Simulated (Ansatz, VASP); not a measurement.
# ZnO in VASP and in Ansatz

```
Zn O
1.0
     3.23011    0.00000    0.00000
    -1.61505    2.79735    0.00000
     0.00000    0.00000    5.21221
Zn O
2 2
Cartesian
  0.0000 1.8649 0.0079
  1.6151 0.9325 2.6140
  0.0000 1.8649 1.9837
  1.6151 0.9325 4.5898
```

Alike in both runs: functional PBE; dispersion D4; k mesh 8 × 8 × 6; occupations gaussian, width 0.05 eV; no spin polarisation.

Ansatz relaxed the structure, and its values are those at the end. VASP's run is a single point on that final structure, the one shown.

|  | VASP | Ansatz |
| --- | --- | --- |
| version | VASP 6.6.1 | Ansatz 0.2.0 |
| potentials or method | VASP PAW PBE potentials, release 64 (Zn, O) | scalar-relativistic, plane waves, PAW |
| plane-wave cutoff (eV) | 520 | 420 |
| valence electrons in the cell | 36 | 36 |

|  | VASP | Ansatz | Ansatz less VASP |
| --- | --- | --- | --- |
| gap on the k mesh at the Fermi level (eV) | 0.80 | 0.81 | +0.015 |
| least direct gap on the mesh (eV) | 0.80 | 0.81 | +0.015 |
| pressure (GPa) | 4.1 | 3.0 | -1.13 |
| dispersion energy (meV/atom) | -241.3 | -241.5 | -0.11 |
